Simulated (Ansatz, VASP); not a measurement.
**One calculation of MnO, two programs**

```
Mn O
1.0
     0.00000    2.19385    2.19385
     2.19385    0.00000    2.19385
     2.19385    2.19385    0.00000
Mn O
1 1
Direct
  0.00000 0.00000 0.00000
  0.50000 0.50000 0.50000
```

Change from the starting cell: volume scaled by 0.96.

Alike in both runs: task single point; functional PBE; k mesh 10 × 10 × 10; occupations fermi-dirac, width 0.05 eV; collinear spin.

|  | VASP | Ansatz |
| --- | --- | --- |
| version | VASP 6.6.1 | Ansatz 0.2.0 |
| potentials or method | VASP PAW PBE potentials, release 64 (Mn_pv, O), cutoff 520 eV | all-electron LAPW, scalar-relativistic |

Ansatz gave:

| Quantity | Value |
| --- | --- |
| gap on the k mesh at the Fermi level (eV) | none |
| pressure (GPa) | 4.2 |
| net moment per atom (μB) | 2.33 |
| size of the moment on the site where the two differ most (μB) | 0.22 |

Problem. Estimate VASP's values.

Solution. gap on the k mesh at the Fermi level (eV): none; pressure (GPa): 4.4; net moment per atom (μB): 2.33; size of the moment on the site where the two differ most (μB): 0.19.

Site moments also hang on the region over which each program counts them. A gap of «none» marks a metal or a gap that the smearing closes. Ansatz ran all-electron here, so the differences hold the error of VASP's frozen core and of both bases.

Caveats: a cell with one magnetic atom can't hold antiferromagnetic order, which such compounds often take; semilocal functionals often make such compounds metallic where correlation or magnetic order opens a gap, which also shifts bond lengths.
